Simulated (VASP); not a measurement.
Wanted: the native input for a VASP 6.6.1 run.

```yaml
Task: work function
Functional: HSE06
Potentials_or_basis: VASP PAW PBE potentials, release 64 (B, As)
Cutoff: 520 eV
k_mesh: 6 × 6 × 1
Occupations: gaussian, width 0.03 eV
Spin: no spin polarisation
Grid_for_exact_exchange_PRECFOCK: Fast
Dipole_correction: yes
Screening_parameter: 0.2 1/A
Further_INCAR_settings: ALGO = Normal; EDIFF = 1e-06
```

The system is BAs, a sheet with vacuum.

```
B As
1.0
     3.37844    0.00000    0.00000
    -1.68922    2.92581    0.00000
     0.00000    0.00000   16.00000
B As
1 1
Cartesian
  0.0000 1.9505 8.0000
  1.6892 0.9753 8.0000
```

The cell was built by a generator and needn't be a form met in nature.

One way to write it, as run:

POSCAR

```
BAs                                     
1.0
    3.3784387459      0.0000000000      0.0000000000
   -1.6892193729      2.9258137743      0.0000000000
    0.0000000000      0.0000000000     16.0000000000
  B               As            
     1     1
Direct
     0.3333330000000032    0.6666669999999968    0.5000000000000000
     0.6666669999999968    0.3333330000000032    0.5000000000000000
```

INCAR.step1

```
PREC     = Accurate       # precision mode
ENCUT    = 520            # plane-wave cutoff, eV
EDIFF    = 1E-5           # SCF threshold, eV
ISMEAR   = 0              # smearing method
SIGMA    = 0.03           # smearing width, eV
LREAL    = F              # projectors in reciprocal space
LASPH    = T              # aspherical terms in the spheres
NELM     = 80             # most SCF steps
ALGO     = Normal         # electronic algorithm
ISIF     = 2              # what is computed and relaxed
LWAVE    = T              # write WAVECAR
LDIPOL   = T            
IDIPOL   = 3            
DIPOL    = 0.5 0.5 0.500
GGA      = PE             # functional
KPAR     = 4
```

INCAR.step2

```
PREC     = Accurate       # precision mode
ENCUT    = 520            # plane-wave cutoff, eV
EDIFF    = 1E-6           # SCF threshold, eV
ISMEAR   = 0              # smearing method
SIGMA    = 0.03           # smearing width, eV
LREAL    = F              # projectors in reciprocal space
LASPH    = T              # aspherical terms in the spheres
NELM     = 80             # most SCF steps
ALGO     = Normal         # electronic algorithm
ISIF     = 2              # what is computed and relaxed
LWAVE    = F              # write WAVECAR
LCHARG   = T              # write CHGCAR
LDIPOL   = T            
IDIPOL   = 3            
DIPOL    = 0.5 0.5 0.500
GGA      = PE             # functional
LHFCALC  = T              # exact exchange
HFSCREEN = 0.2            # screening, 1/A
PRECFOCK = Fast         
LVHAR    = T            
LVACPOTAV= T            
ISTART   = 1            
KPAR     = 4
```

KPOINTS

```
Automatic mesh
0
Gamma
  6 6 1
```

Potentials or basis: VASP PAW PBE potentials, release 64 (B, As).

The run is started by

```console
$ cat potpaw_PBE.64/B/POTCAR potpaw_PBE.64/As/POTCAR > POTCAR
$ cp INCAR.step1 INCAR
$ mpirun -np 4 vasp_std > vasp.out
$ cp INCAR.step2 INCAR
$ mpirun -np 4 vasp_std > vasp.out
```

It gave:

* Band gap on the k mesh: 1.19 eV, direct
* Ionisation potential of the upper face: 5.20 eV

It took 32 s on 4 MPI ranks on Intel(R) Xeon(R) Platinum 8559C (Emerald Rapids), on a shared host, peak memory 0.37 GiB a rank.
